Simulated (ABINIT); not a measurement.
# CdO (Monteponite) (Fm-3m) in ABINIT: notebook

The runs below take CdO (Monteponite) through band structure, equation of state, with PBE.

All numbers are computed with ABINIT 10.8.3 (patched build); they aren't measurements. Logs are shortened: lines on timing, memory, paths and dates and some standing lists are left out, and cuts for length are marked. The log counts tension as positive stress, the text compression.

### Step 1. The crystal as given

It takes space group Fm-3m (No. 225, cubic). The conventional cell has a = 4.699 Å, b = 4.699 Å, c = 4.699 Å, α = 90.00°, β = 90.00°, γ = 90.00°. Cd (site symmetry m-3m) has 6 O at 2.35 Å as nearest neighbours. O (site symmetry m-3m) has 6 Cd at 2.35 Å as nearest neighbours.

### Step 2. Band structure, PBE

run.abi

```
# Datasets: ground state, then fixed potential
ndtset 2

# Pseudopotentials
pp_dirpath "./"
pseudos "Cd.GGA_PBE-JTH.xml, O.GGA_PBE-JTH.xml"

# Structure
acell 3*1.0 Angstrom
rprim
     0.0000000000     2.3495000000     2.3495000000
     2.3495000000     0.0000000000     2.3495000000
     2.3495000000     2.3495000000     0.0000000000
ntypat 2
znucl 48 8
natom 2
typat 1 2
xred
     0.0000000000     0.0000000000     0.0000000000
     0.5000000000     0.5000000000     0.5000000000

# Plane-wave basis
ecut 23.0
pawecutdg 45.0
pawxcdev 0

# Exchange and correlation
ixc 11

# Bands and occupations
occopt 3
tsmear 0.05 eV

# SCF cycle
nstep 100

# Output
iomode 3
prtwf 0
prteig 0
prtebands 0
enunit 1
prtden1 1

# Dataset 1
kptopt1 1
ngkpt1 10 10 10
nshiftk1 1
shiftk1 0.0 0.0 0.0
nband1 13
tolvrs1 1.0e-9

# Dataset 2: bands along G-X-W-K-G-L-U-W-L-K
iscf2 -2
getden2 1
nband2 19
nbdbuf2 4
tolwfr2 1.0e-11
kptopt2 -9
ndivsm2 8
prteig2 1
prtvol2 -3
kptbounds2
     0.0000000000     0.0000000000     0.0000000000
     0.5000000000     0.0000000000     0.5000000000
     0.5000000000     0.2500000000     0.7500000000
     0.3750000000     0.3750000000     0.7500000000
     0.0000000000     0.0000000000     0.0000000000
     0.5000000000     0.5000000000     0.5000000000
     0.6250000000     0.2500000000     0.6250000000
     0.5000000000     0.2500000000     0.7500000000
     0.5000000000     0.5000000000     0.5000000000
     0.3750000000     0.3750000000     0.7500000000
```

Potentials or basis: JTH PAW PBE v2.0.

Launch:

```sh
$ abinit run.abi > log 2>&1
```

run.abo:

```text
.Version 10.8.3 of ABINIT
 DATASET    1 : space group Fm -3 m (#225); Bravais cF (face-center cubic)
================================================================================
 Values of the parameters that define the memory need for DATASET  1.
     intxc =       0    ionmov =       0      iscf =      17    lmnmax =      18
     lnmax =       6     mgfft =      30  mpssoang =       3    mqgrid =    3001
     natom =       2  nloc_mem =       2    nspden =       1   nspinor =       1
    nsppol =       1      nsym =      48    n1xccc =       1    ntypat =       2
    occopt =       3   xclevel =       2
       mpw =         938          nfft =       27000          nkpt =          47
 PAW method is used; the additional fine FFT grid is defined by:
   mgfftf=        40    nfftf =     64000
================================================================================
================================================================================

 DATASET    2 : space group Fm -3 m (#225); Bravais cF (face-center cubic)
================================================================================
 Values of the parameters that define the memory need for DATASET  2.
     intxc =       0    ionmov =       0      iscf =      -2    lmnmax =      18
     lnmax =       6     mgfft =      30  mpssoang =       3    mqgrid =    3001
     natom =       2  nloc_mem =       2    nspden =       1   nspinor =       1
    nsppol =       1      nsym =      48    n1xccc =       1    ntypat =       2
    occopt =       3   xclevel =       2
       mpw =         941          nfft =       27000          nkpt =         139
 PAW method is used; the additional fine FFT grid is defined by:
   mgfftf=        40    nfftf =     64000
================================================================================
================================================================================

--------------------------------------------------------------------------------
------------- Echo of variables that govern the present computation ------------
--------------------------------------------------------------------------------
 -outvars: echo values of preprocessed input variables --------
            acell      1.8897261259E+00  1.8897261259E+00  1.8897261259E+00 Bohr
              amu      1.12411000E+02  1.59994000E+01
             ecut      2.30000000E+01 Hartree
           enunit           1
           getden1          0
           getden2          1
             iscf1         17
             iscf2         -2
              ixc          11
           jdtset        1    2
           kptopt1          1
           kptopt2         -9
         kptrlatt       10    0    0      0   10    0      0    0   10
          kptrlen1     6.27898311E+01
          kptrlen2     3.00000000E+01
            natom           2
            nband1         13
            nband2         19
           nbdbuf1          0
           nbdbuf2          4
           ndtset           2
           ndivsm1          0
           ndivsm2          8
            ngfft          30      30      30
          ngfftdg          40      40      40
             nkpt1         47
             nkpt2        139
            nstep         100
             nsym          48
           ntypat           2
           occopt           3
        pawecutdg      4.50000000E+01 Hartree
         pawxcdev           0
        prtebands           0
           prteig1          0
           prteig2          1
           prtvol1          0
           prtvol2         -3
            prtwf           0
            rprim      0.0000000000E+00  2.3495000000E+00  2.3495000000E+00
                       2.3495000000E+00  0.0000000000E+00  2.3495000000E+00
                       2.3495000000E+00  2.3495000000E+00  0.0000000000E+00
           shiftk1     0.00000000E+00  0.00000000E+00  0.00000000E+00
           shiftk2     5.00000000E-01  5.00000000E-01  5.00000000E-01
          spgroup         225
           tolvrs1     1.00000000E-09
           tolvrs2     0.00000000E+00
           tolwfr1     0.00000000E+00
           tolwfr2     1.00000000E-11
           tsmear      1.83746611E-03 Hartree
            typat      1  2
           useylm           1
[... 254 lines left out ...]
 getcut: wavevector=  0.0000  0.0000  0.0000  ngfft=  40  40  40
         ecut(hartree)=     45.000   => boxcut(ratio)=   2.10960
--------------------------------------------------------------------------------

================================================================================
 Non-SCF case, kpt    1 (  0.00000  0.00000  0.00000), residuals and eigenvalues=
  1.42E-12  7.20E-12  5.29E-12  6.47E-13  8.19E-12  5.25E-13  3.57E-12  3.04E-12
  7.15E-12  1.72E-12  1.70E-12  7.75E-12  2.09E-12  2.86E-12  3.89E-12  4.44E-12
  5.50E-12  4.34E-12  6.35E-12
 -4.1634E-01 -2.4067E-02 -2.4067E-02 -2.4067E-02 -1.2820E-02 -1.2820E-02
  1.7184E-01  1.7184E-01  1.7184E-01  2.0643E-01  7.5818E-01  8.3520E-01
  8.4832E-01  8.4832E-01  8.4832E-01  8.8897E-01  8.8897E-01  8.8897E-01
  1.0767E+00
 Non-SCF case, kpt    2 (  0.02174  0.00000  0.02174), residuals and eigenvalues=
  9.96E-13  4.55E-12  5.48E-12  4.91E-12  6.01E-12  4.03E-12  5.41E-12  9.60E-12
  5.31E-12  7.77E-12  3.13E-12  8.57E-12  1.38E-12  1.48E-12  3.72E-12  3.20E-12
[... 1087 lines left out ...]
  6.11E-12  1.33E-12  1.71E-12  9.64E-12  6.16E-12  3.18E-12  7.19E-12  4.79E-12
  5.13E-12  6.84E-12  6.49E-10
 -3.8895E-01 -4.0376E-02 -2.5434E-02 -1.9337E-02 -2.3905E-03  1.1509E-03
  9.9398E-02  1.1718E-01  1.8010E-01  4.2821E-01  5.2626E-01  5.4324E-01
  6.9440E-01  8.0611E-01  8.3689E-01  1.0011E+00  1.1064E+00  1.1153E+00
  1.2093E+00
 Non-SCF case, kpt  139 (  0.37500  0.37500  0.75000), residuals and eigenvalues=
  6.60E-12  1.78E-12  9.75E-12  3.97E-12  1.45E-12  9.58E-12  1.86E-12  3.05E-12
  5.14E-13  1.61E-12  1.15E-12  1.63E-12  1.84E-12  7.47E-12  6.14E-12  4.31E-12
  2.45E-12  8.16E-12  2.40E-10
 -3.8921E-01 -3.9955E-02 -2.3430E-02 -1.7485E-02 -1.9457E-03  2.1412E-03
  9.7406E-02  1.1642E-01  1.7575E-01  4.2154E-01  5.3872E-01  5.3879E-01
  6.9616E-01  7.9682E-01  8.3681E-01  1.0094E+00  1.1117E+00  1.1188E+00
  1.2145E+00

--- !ResultsGS
iteration_state: {dtset: 2, }
comment   : Summary of ground state results
lattice_vectors:
- [  0.0000000,   4.4399115,   4.4399115, ]
- [  4.4399115,   0.0000000,   4.4399115, ]
- [  4.4399115,   4.4399115,   0.0000000, ]
lattice_lengths: [   6.27898,    6.27898,    6.27898, ]
lattice_angles: [ 60.000,  60.000,  60.000, ] # degrees, (23, 13, 12)
lattice_volume:   1.7504630E+02
convergence: {deltae:  0.000E+00, res2:  0.000E+00, residm:  9.996E-12, diffor:  0.000E+00, }
etotal    :  -6.36978980E+01
entropy   :   0.00000000E+00
fermie    :   2.28555648E-01
cartesian_stress_tensor: null
pressure_GPa: null
xred      :
- [  0.0000E+00,   0.0000E+00,   0.0000E+00, Cd]
- [  5.0000E-01,   5.0000E-01,   5.0000E-01,  O]
cartesian_forces: null
force_length_stats: {min: null, max: null, mean: null, }
...

 Integrated electronic density in atomic spheres:
 ------------------------------------------------
 Atom  Sphere_radius  Integrated_density
    1        2.50234         10.41923852
    2        1.41465          4.47697347

================================================================================

 ----iterations are completed or convergence reached----

 Mean square residual over all n,k,spin=   43.203E-13; max=  99.956E-13
 reduced coordinates (array xred) for    2 atoms
       0.000000000000      0.000000000000      0.000000000000
       0.500000000000      0.500000000000      0.500000000000

 cartesian coordinates (angstrom) at end:
    1      0.00000000000000     0.00000000000000     0.00000000000000
    2      2.34950000000000     2.34950000000000     2.34950000000000
 length scales=  1.889726125908  1.889726125908  1.889726125908 bohr
              =  1.000000000000  1.000000000000  1.000000000000 angstroms
 Eigenvalues (   eV  ) for nkpt= 139  k points:
 kpt#   1, nband= 19, wtk=  1.00000, kpt=  0.0000  0.0000  0.0000 (reduced coord)
 -11.32928   -0.65489   -0.65489   -0.65489   -0.34884   -0.34884    4.67605    4.67605
   4.67605    5.61714   20.63122   22.72696   23.08391   23.08391   23.08391   24.19004
  24.19004   24.19004   29.29780
 kpt#   2, nband= 19, wtk=  1.00000, kpt=  0.0217  0.0000  0.0217 (reduced coord)
 -11.32487   -0.65710   -0.65322   -0.65322   -0.36054   -0.34763    4.58873    4.67493
   4.67493    5.73467   20.56669   22.72471   22.89587   22.89587   23.17518   24.03474
  24.40262   24.40262   29.30872
 kpt#   3, nband= 19, wtk=  1.00000, kpt=  0.0435  0.0000  0.0435 (reduced coord)
 -11.31178   -0.66367   -0.64814   -0.64814   -0.39475   -0.34399    4.40335    4.67143
   4.67143    6.00966   20.39668   22.52479   22.52479   22.71457   23.42538   23.61754
  24.84725   24.84725   29.31183
 kpt#   4, nband= 19, wtk=  1.00000, kpt=  0.0652  0.0000  0.0652 (reduced coord)
 -11.29042   -0.67447   -0.63961   -0.63961   -0.44918   -0.33801    4.20180    4.66514
   4.66514    6.35653   20.16585   22.12364   22.12364   22.65816   23.06661   23.78963
  25.37083   25.37083   29.32946
 kpt#   5, nband= 19, wtk=  1.00000, kpt=  0.0870  0.0000  0.0870 (reduced coord)
[... 525 lines left out ...]
   5.15048   12.01944   13.61553   15.11087   18.76494   22.51394   22.79208   26.93149
  29.39103   30.19596   32.50238
 kpt# 137, nband= 19, wtk=  1.00000, kpt=  0.3929  0.3929  0.7143 (reduced coord)
 -10.57800   -1.11566   -0.75013   -0.58883   -0.07564   -0.00333    2.66584    3.34801
   5.02428   11.83793   13.97008   14.93193   18.83653   22.21551   22.77709   27.05978
  29.77669   30.32231   32.72221
 kpt# 138, nband= 19, wtk=  1.00000, kpt=  0.3839  0.3839  0.7321 (reduced coord)
 -10.58400   -1.09868   -0.69208   -0.52618   -0.06505    0.03132    2.70476    3.18862
   4.90075   11.65227   14.32039   14.78244   18.89561   21.93544   22.77283   27.24001
  30.10763   30.34931   32.90600
 kpt# 139, nband= 19, wtk=  1.00000, kpt=  0.3750  0.3750  0.7500 (reduced coord)
 -10.59089   -1.08724   -0.63755   -0.47579   -0.05295    0.05827    2.65056    3.16799
   4.78233   11.47074   14.65929   14.66132   18.94339   21.68252   22.77080   27.46766
  30.25041   30.44443   33.04692

== END DATASET(S) ==============================================================
================================================================================

 -outvars: echo values of variables after computation  --------
            acell      1.8897261259E+00  1.8897261259E+00  1.8897261259E+00 Bohr
           etotal1    -6.3697897984E+01
            fcart1    -0.0000000000E+00 -0.0000000000E+00 -0.0000000000E+00
                      -0.0000000000E+00 -0.0000000000E+00 -0.0000000000E+00
            rprim      0.0000000000E+00  2.3495000000E+00  2.3495000000E+00
                       2.3495000000E+00  0.0000000000E+00  2.3495000000E+00
                       2.3495000000E+00  2.3495000000E+00  0.0000000000E+00
           strten1    -1.9970782587E-04 -1.9970782587E-04 -1.9970782587E-04
                       0.0000000000E+00  0.0000000000E+00  0.0000000000E+00
           xangst      0.0000000000E+00  0.0000000000E+00  0.0000000000E+00
                       2.3495000000E+00  2.3495000000E+00  2.3495000000E+00
             xred      0.0000000000E+00  0.0000000000E+00  0.0000000000E+00
                       5.0000000000E-01  5.0000000000E-01  5.0000000000E-01
 Calculation completed.
```

Run time: 72 s. Hardware: 1 thread of Arm Neoverse V2, shared host; peak memory 0.14 GiB.

What came out:

```
Free energy                                           : -1733.3081 eV
Pressure                                              : 5.9 GPa
Band gap on the k mesh                                : none (metal or under the smearing width)
Valence electrons inside the program's atomic spheres : Cd 10.42; O 4.48
```

Levels at the corners of the path, in eV from the Fermi level:
```csv
point,band 7,band 8,band 9,band 10,band 11,band 12
Γ,-1.54,-1.54,-1.54,-0.60,14.41,16.51
X,-4.50,-2.50,-2.50,3.71,8.34,11.09
W,-3.17,-3.17,-2.04,5.82,8.74,8.74
K,-3.57,-3.05,-1.44,5.25,8.44,8.44
Γ,-1.54,-1.54,-1.54,-0.60,14.41,16.51
L,-3.98,-0.16,-0.16,4.24,7.14,11.69
U,-3.57,-3.05,-1.44,5.25,8.44,8.44
W,-3.17,-3.17,-2.04,5.82,8.74,8.74
L,-3.98,-0.16,-0.16,4.24,7.14,11.69
K,-3.57,-3.05,-1.44,5.25,8.44,8.44
```

### Step 3. Band structure, PBE, spin-orbit coupling, no magnetisation

Edit run.abi of step 2 so:

```diff
@@ -33,2 +33,7 @@
 
+# Spin
+nspinor 2
+nspden 1
+pawspnorb 1
+
 # SCF cycle
@@ -45,3 +50,3 @@
 # Dataset 1
-kptopt1 1
+kptopt1 4
 ngkpt1 10 10 10
@@ -49,3 +54,3 @@
 shiftk1 0.0 0.0 0.0
-nband1 13
+nband1 26
 tolvrs1 1.0e-9
@@ -55,4 +60,4 @@
 getden2 1
-nband2 19
-nbdbuf2 4
+nband2 38
+nbdbuf2 8
 tolwfr2 1.0e-11
```

Potentials or basis: JTH PAW PBE v2.0.

Launch:

```sh
$ abinit run.abi > log 2>&1
```

It took 7 min on 1 thread of Arm Neoverse V2, shared host; peak memory 0.25 GiB.

The run converged. Its results:

* Free energy: -1733.3363 eV
* Pressure: 5.8 GPa
* Band gap on the k mesh: none (metal or under the smearing width)
* Valence electrons inside the program's atomic spheres: Cd 10.42; O 4.48

Levels at the corners of the path, in eV from the Fermi level:
```
point  band 16  band 17  band 18  band 19  band 20  band 21
    Γ    -1.53    -1.53    -1.53    -0.61    -0.61    14.41
    X    -2.54    -2.47    -2.47     3.71     3.71     8.33
    W    -3.16    -2.04    -2.04     5.82     5.82     8.65
    K    -3.05    -1.44    -1.44     5.25     5.25     8.35
    Γ    -1.53    -1.53    -1.53    -0.61    -0.61    14.41
    L    -0.18    -0.15    -0.15     4.23     4.23     7.13
    U    -3.05    -1.44    -1.44     5.25     5.25     8.35
    W    -3.16    -2.04    -2.04     5.82     5.82     8.65
    L    -0.18    -0.15    -0.15     4.23     4.23     7.13
    K    -3.05    -1.44    -1.44     5.25     5.25     8.35
```

### Step 4. Equation of state, PBE

run.abi

```
# Datasets: one volume each
ndtset 7
getwfk -1
scalecart1 3*0.9795861087
scalecart2 3*0.9864848297
scalecart3 3*0.9932883884
scalecart4 3*1.0000000000
scalecart5 3*1.0066227096
scalecart6 3*1.0131594038
scalecart7 3*1.0196128224

# Pseudopotentials
pp_dirpath "./"
pseudos "Cd.upf, O.upf"

# Structure
acell 3*1.0 Angstrom
rprim
     0.0000000000     2.3495000000     2.3495000000
     2.3495000000     0.0000000000     2.3495000000
     2.3495000000     2.3495000000     0.0000000000
ntypat 2
znucl 48 8
natom 2
typat 1 2
xred
     0.0000000000     0.0000000000     0.0000000000
     0.5000000000     0.5000000000     0.5000000000

# Plane-wave basis
ecut 53.0

# k points
kptopt 1
ngkpt 10 10 10
nshiftk 1
shiftk 0.0 0.0 0.0

# Exchange and correlation
ixc 11

# Bands and occupations
nband 17
occopt 3
tsmear 0.05 eV

# SCF cycle
nstep 100
tolvrs 1.0e-10

# Output
iomode 3
prtwf 1
prtden 0
prteig 0
prtebands 0
enunit 1
```

Potentials or basis: PseudoDojo NC SR PBE v0.4.1 standard.

Launch:

```sh
$ abinit run.abi > log 2>&1
```

It took 9.5 min on 1 thread of Arm Neoverse V2, shared host; peak memory 0.15 GiB.

The run converged. Its results:

* Equilibrium volume: 13.55 Å³/atom
* Bulk modulus: 126 GPa
* Pressure derivative of the bulk modulus: 4.8

Energy against volume, from the lowest point:
| volume (Å³/atom) | energy (meV/atom) |
| --- | --- |
| 12.191 | 65.00 |
| 12.451 | 40.76 |
| 12.710 | 22.77 |
| 12.970 | 10.36 |
| 13.229 | 2.94 |
| 13.488 | 0.00 |
| 13.748 | 1.06 |

Caveat: pressures at fixed basis lie under the slope of the energies.

### Step 5. Equation of state, PBE

Edit run.abi of step 4 so:

```diff
@@ -30,3 +30,3 @@
 # Plane-wave basis
-ecut 53.0
+ecut 51.0
```

Potentials or basis: PseudoDojo NC SR PBE v0.5 standard.

Launch:

```sh
$ abinit run.abi > log 2>&1
```

It took 8.7 min on 1 thread of Arm Neoverse V2, shared host; peak memory 0.15 GiB.

The run converged. Its results:

```
Equilibrium volume                      : 13.55 Å³/atom
Bulk modulus                            : 126 GPa
Pressure derivative of the bulk modulus : 4.8
```

Energy against volume, from the lowest point:
```
volume (Å³/atom)  energy (meV/atom)
          12.191              65.00
          12.451              40.77
          12.710              22.77
          12.970              10.36
          13.229               2.94
          13.488               0.00
          13.748               1.06
```

Caveat: pressures at fixed basis lie under the slope of the energies.

### Step 6. The runs side by side

```tsv
task	potentials or basis	spin	cutoff (eV)	fine-grid cutoff	gap on the mesh (eV)	pressure (GPa)	V0 of scaled cells (Å³/atom)	B0 (GPa)
band structure	JTH PAW PBE v2.0	off	626	1224.51 eV	none	5.9	-	-
band structure	JTH PAW PBE v2.0	SOC, no magnetisation	626	1224.51 eV	none	5.8	-	-
equation of state	PseudoDojo NC SR PBE v0.4.1 standard	off	1442	-	-	-	13.55	126
equation of state	PseudoDojo NC SR PBE v0.5 standard	off	1388	-	-	-	13.55	126
```

Alike in all rows: level PBE; cell as given; k mesh 10 × 10 × 10; smearing fermi-dirac 0.05 eV.

Caveats: pressures at fixed basis lie under the slope of the energies (some runs).

Total energies depend on the potentials used, so only differences within one code and one set of settings carry meaning.
